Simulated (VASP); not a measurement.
Crystal: BN.

```xyz
4
Lattice="2.5065 0.0000 0.0000 -1.2533 2.1707 0.0000 0.0000 0.0000 6.5737" Properties=species:S:1:pos:R:3 pbc="T T T"
B     0.0000    1.4471    1.6434
B     1.2533    0.7236    4.9303
N     0.0000    1.4471    4.9303
N     1.2533    0.7236    1.6434
```

Base run:

| Quantity | Value |
| --- | --- |
| Program | VASP 6.6.1 |
| Functional | HSE06 |
| Potentials or basis | VASP PAW PBE potentials, release 64 (B, N) |
| Cutoff | 520 eV |
| k mesh | 9 × 9 × 3 |
| Occupations | gaussian, width 0.03 eV |
| Spin | no spin polarisation |

Its results: band gap on the k mesh 5.75 eV, indirect (least direct gap 6.04 eV); pressure -2.1 GPa.

Problem. After a change of settings the same cell gave: band gap on the k mesh 4.40 eV, indirect (least direct gap 4.65 eV); pressure 2.8 GPa. Which change was it?
A. functional from HSE06 to PBE0
B. functional from HSE06 to PBE-EpsX
C. functional from HSE06 to PBE

Solution. C.

HSE06 gives the wider gap, since exact exchange removes part of the self-interaction.

Caveats: the mesh misses the band edges, which the band path finds closer together; this functional lacks dispersion, which binds the layers, so the pressure and a relaxed spacing across them are unreliable; the PAW data sets were made with another functional, which shifts forces and pressure a little (some runs).
